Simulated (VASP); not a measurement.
Consider the following.

```
AlLaO3
1.0
    3.77135     0.00000     0.00000
    0.00000     3.77135     0.00000
    0.00000     0.00000     3.77135
La Al O
1 1 3
Direct
  0.00000   0.00000   0.00000
  0.50000   0.50000   0.50000
  0.50000   0.00000   0.50000
  0.00000   0.50000   0.50000
  0.50000   0.50000   0.00000
```

The numbers are results of PBEsol GGA, VASP's PBE PAW potentials (set 64) (plane waves; VASP), not measurements. Run with 520 eV cut-off, 7×7×7 Γ-centred mesh, tetrahedra with Blöchl corrections, potentials La Al O.

The cores are frozen, which limits the accuracy of field gradients.

Question: Give the principal components of the electric field gradient (V/Å²) and the asymmetry η at each nucleus.

Answer: 
| atom | Vxx | Vyy | Vzz | η |
|---|---|---|---|---|
| La1 | 0.0 | 0.0 | 0.0 | - |
| Al2 | 0.0 | 0.0 | 0.0 | - |
| O3 | -6.5 | -6.5 | 13.0 | 0.00 |
| O4 | -6.5 | -6.5 | 13.0 | 0.00 |
| O5 | -6.5 | -6.5 | 13.0 | 0.00 |

The compound is LaAlO3 in the cubic perovskite structure, the ideal cubic form; the compound distorts at low or room temperature. It was relaxed first.
